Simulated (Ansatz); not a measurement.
Set up this calculation in Ansatz 0.2.0, as the native input.

```
Task                : relaxation of cell and atoms
Functional          : LDA
Potentials or basis : Ansatz PAW
Cutoff              : 420 eV (not typed: the program's choice for these potentials)
k mesh              : 10 × 10 × 5
Occupations         : fermi-dirac, width 0.05 eV
Spin                : no spin polarisation
Hubbard terms       : Cu d U = 4.5 eV
Hubbard projectors  : ortho-atomic (the default)
Double counting     : fll (the default)
```

The system is CuO (Tenorite).

```xyz
4
Lattice="2.3447 -1.7134 0.0000 2.3447 1.7134 0.0000 -0.8606 0.0000 5.0594" Properties=species:S:1:pos:R:3 pbc="T T T"
Cu    0.7420   -0.8457    2.5297
Cu    1.1723    0.8457    0.0000
O     1.6421    0.2841    3.8133
O     2.0724   -0.2841    1.2836
```

The input as run:

input.yaml

```yaml
crystal:
  lattice:
    - [2.34465, -1.7134, 0.0]
    - [2.34465, 1.7134, 0.0]
    - [-0.8605543552, 0.0, 5.0594363927]
  atoms:
    - { symbol: Cu, position: [0.4968, 0.0032, 0.5] }
    - { symbol: Cu, position: [0.0032, 0.4968, 0.0] }
    - { symbol: O, position: [0.4056, 0.5714, 0.7537] }
    - { symbol: O, position: [0.5714, 0.4056, 0.2537] }
hamiltonian:
  xc: lda
  pseudopotentials: { kind: paw }
  hubbard: { sites: [{ species: Cu, l: d, u_eff: 4.5 }] }
kpoints:
  mp_grid: { grid: [10, 10, 5] }
scf:
  occupations: { method: fermi_dirac, width: 0.05 }
output:
  forces: true
  stress: true
  eigenvalues: true
  write_density: true
  write_potential: true
  elf: true
  volumetric_format: npy
relax:
  f_tol: 0.01
  max_steps: 40
  cell: { stress_tol: 0.05 }
```

Potentials or basis: Ansatz PAW.

The run is started by

```bash
$ ansatz run input.yaml --threads 2 --pin off --max-ram 5632MiB --backend cpu --events-out ev --progress --plain --runs-dir out
```

Results of the run:

```json
{
 "Relaxed volume": "10.40 Å³/atom",
 "Relaxed cell": "a = 2.866 Å, b = 2.866 Å, c = 5.065 Å, α = 90.17°, β = 90.17°, γ = 89.55°",
 "Space group after relaxing (to 0.05 Å)": "P4_2/mmc (No. 131)",
 "Energy gained by relaxing": "41.5 meV/atom",
 "Ionic steps": "26",
 "Pressure after relaxing": "0.0 GPa",
 "Band gap on the k mesh": "none (metal or under the smearing width)"
}
```

Caveat: the plane-wave basis is chosen anew once the cell has moved, so the energies of steps on either side of that aren't comparable; the pressure holds a Pulay correction of +0.9 GPa for the finite cutoff; the run has no spin polarisation, though such a crystal can be magnetic; U without spin polarisation on a metal has little footing; the PAW data sets come from PBE, with cores solved anew for the run's functional, which leaves a small shift of forces and pressure.

It took 5.3 min on 2 threads of Arm Neoverse V1, on a shared host, peak memory 0.5 GiB.
